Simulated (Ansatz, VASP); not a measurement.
**One calculation of Re, two programs**

Contents of INCAR:

```
SYSTEM = Re
ALGO     = Normal         ! electronic algorithm
EDIFF    = 1E-7           ! SCF threshold, eV
ENCUT    = 520            ! plane-wave cutoff, eV
GGA      = PE             ! functional
ISIF     = 2              ! what is computed and relaxed
ISMEAR   = 0              ! smearing method
LASPH    = .True.         ! aspherical terms in the spheres
LCHARG   = .True.         ! write CHGCAR
LELF     = .True.         ! ELF
LREAL    = .False.        ! projectors in reciprocal space
LVHAR    = .True.       
LWAVE    = .False.        ! write WAVECAR
NBANDS   = 14             ! bands
NELM     = 80             ! most SCF steps
PREC     = Accurate       ! precision mode
SIGMA    = 0.027000000000000003 ! smearing width, eV
```

File KPOINTS:

```
k-points
0
Gamma
  11 11 6
  0 0 0
```

The input POSCAR:

```
Re
1.0
    2.7608000000      0.0000000000      0.0000000000
   -1.3804000000      2.3909229348      0.0000000000
    0.0000000000      0.0000000000      4.4582000000
Re
2
Direct
    0.6666666667      0.3333333333      0.7500000000
    0.3333333333      0.6666666667      0.2500000000
```

File input.yaml:

```yaml
crystal:
  lattice:
    - [2.7608, 0.0, 0.0]
    - [-1.3804, 2.3909229348, 0.0]
    - [0.0, 0.0, 4.4582]
  atoms:
    - { symbol: Re, position: [0.6666666667, 0.3333333333, 0.75] }
    - { symbol: Re, position: [0.3333333333, 0.6666666667, 0.25] }
kpoints:
  mp_grid: { grid: [11, 11, 6] }
scf:
  occupations: { method: gaussian, width: 0.027 }
hamiltonian:
  xc: pbe
  pseudopotentials: { kind: all_electron, lapw: { basis_error: 0.001 } }
output:
  forces: true
  stress: true
  eigenvalues: true
```

Alike in both runs: task single point; functional PBE; k mesh 11 × 11 × 6; occupations gaussian, width 0.027 eV; no spin polarisation.

```csv
,VASP,Ansatz
version,VASP 6.6.1,Ansatz 0.2.0
potentials or method,"VASP PAW PBE potentials, release 64 (Re)","all-electron LAPW, scalar-relativistic"
plane-wave cutoff (eV),520,see its input
```

|  | VASP | Ansatz | Ansatz less VASP |
| --- | --- | --- | --- |
| gap on the k mesh at the Fermi level (eV) | none | none | - |
| pressure (GPa) | 5.4 | 5.9 | +0.51 |
| largest component of the traceless stress (GPa) | 0.64 | 0.51 | -0.123 |

A gap of «none» marks a metal or a gap that the smearing closes. Ansatz ran all-electron here, so the differences hold the error of VASP's frozen core and of both bases.

The runs have no spin-orbit coupling, so splittings on Re are missing.
